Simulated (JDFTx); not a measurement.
# Al in JDFTx: convergence with cutoff

Al:

```
Al
1.0
    -1.59122    1.59122    1.59122
     1.59122   -1.59122    1.59122
     1.59122    1.59122   -1.59122
Al
1
Cartesian
  0.0000 0.0000 0.0000
```

This isn't the form of Al at room conditions, which is fcc.

- Program: JDFTx 1.7.0 (patched build)
- Task: convergence study
- Functional: RPBE
- Potentials or basis: SPMS-PBE-1.0
- Cutoff: 435 eV
- Density cutoff: 1742 eV
- k mesh: 12 × 12 × 12
- Occupations: fermi-dirac, width 0.05 eV
- Spin: no spin polarisation

These are the settings of the first run; the series varies cutoff, with any setting tied to it.

Hardware: 1 thread of Arm Neoverse V1, with other jobs on the host.

| cutoff | energy less the tightest run, at zero smearing (meV/atom) | pressure (GPa) | SCF cycles | CPU time (s) | peak memory (GiB) |
| --- | --- | --- | --- | --- | --- |
| 435.382 eV | 1.41 | 3.65 | 11 | 4.5 | 0.05 |
| 544.228 eV | 0.13 | 3.71 | 11 | 10 | 0.05 |
| 653.073 eV | 0.06 | 3.72 | 13 | 12 | 0.05 |
| 761.919 eV | 0.06 | 3.72 | 11 | 17 | 0.05 |
| 870.764 eV | 0.05 | 3.72 | 11 | 18 | 0.05 |
| 979.61 eV | 0.03 | 3.72 | 11 | 17 | 0.06 |
| 1088.45 eV | 0.03 | 3.72 | 11 | 18 | 0.07 |
| 1251.72 eV | 0.02 | 3.72 | 11 | 20 | 0.08 |
| 1469.41 eV | 0.00 | 3.72 | 11 | 35 | 0.09 |

Against the tightest run, the energy stays within 1 meV/atom from 544.228 eV on; the pressure stays within 0.1 GPa from 435.382 eV on. The tightest run that finished is the yardstick and may itself not be fully converged.

Caveat, for the tightest run too: the potentials were made for another functional, which shifts forces and pressure.
